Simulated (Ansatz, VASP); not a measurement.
**KI: VASP beside Ansatz**

File INCAR:

```
PREC = Accurate
ENCUT = 520
EDIFF = 1E-7
ISMEAR = -1
SIGMA = 0.05
LREAL = False
LASPH = True
NELM = 60
ALGO = Normal
ISIF = 2
LWAVE = False
LCHARG = False
GGA = PE
NBANDS = 15
```

Contents of KPOINTS:

```
Automatic mesh
0
Gamma
  7 7 7
```

File POSCAR:

```
KI
1.0
    0.0000000000      3.4850289444      3.4850289444
    3.4850289444      0.0000000000      3.4850289444
    3.4850289444      3.4850289444      0.0000000000
I K
1 1
Direct
    0.5000000000      0.5000000000      0.5000000000
    0.0000000000      0.0000000000      0.0000000000
```

input.yaml

```yaml
crystal:
  lattice:
    - [0.0, 3.4850289444, 3.4850289444]
    - [3.4850289444, 0.0, 3.4850289444]
    - [3.4850289444, 3.4850289444, 0.0]
  atoms:
    - { symbol: I, position: [0.5, 0.5, 0.5] }
    - { symbol: K, position: [0.0, 0.0, 0.0] }
hamiltonian:
  xc: pbe
  pseudopotentials: { kind: paw }
kpoints:
  mp_grid: { grid: [7, 7, 7] }
scf:
  occupations: { method: fermi_dirac, width: 0.05 }
output:
  forces: true
  stress: true
  eigenvalues: true
  write_density: true
  write_potential: true
  elf: true
  volumetric_format: npy
```

Change from the starting cell: volume scaled by 0.96.

Alike in both runs: task single point; functional PBE; k mesh 7 × 7 × 7; occupations fermi-dirac, width 0.05 eV; no spin polarisation.

|  | VASP | Ansatz |
| --- | --- | --- |
| version | VASP 6.6.1 | Ansatz 0.2.0 |
| potentials or method | VASP PAW PBE potentials, release 64 (I, K_sv) | Ansatz PAW |
| plane-wave cutoff (eV) | 520 | 420 |
| valence electrons in the cell | 16 | 26 |

|  | VASP | Ansatz | Ansatz less VASP |
| --- | --- | --- | --- |
| gap on the k mesh at the Fermi level (eV) | 4.06 | 4.06 | +0.004 |
| least direct gap on the mesh (eV) | 4.06 | 4.06 | +0.004 |
| pressure (GPa) | 1.2 | 1.2 | -0.03 |

The two sets of potentials don't hold the same shells in valence.

Caveats: spin-orbit coupling is left out, which moves the levels of the heavy elements; odd divisions of the mesh miss points on the zone boundary, where band edges often lie, so the gap on the mesh can be too wide (Ansatz).
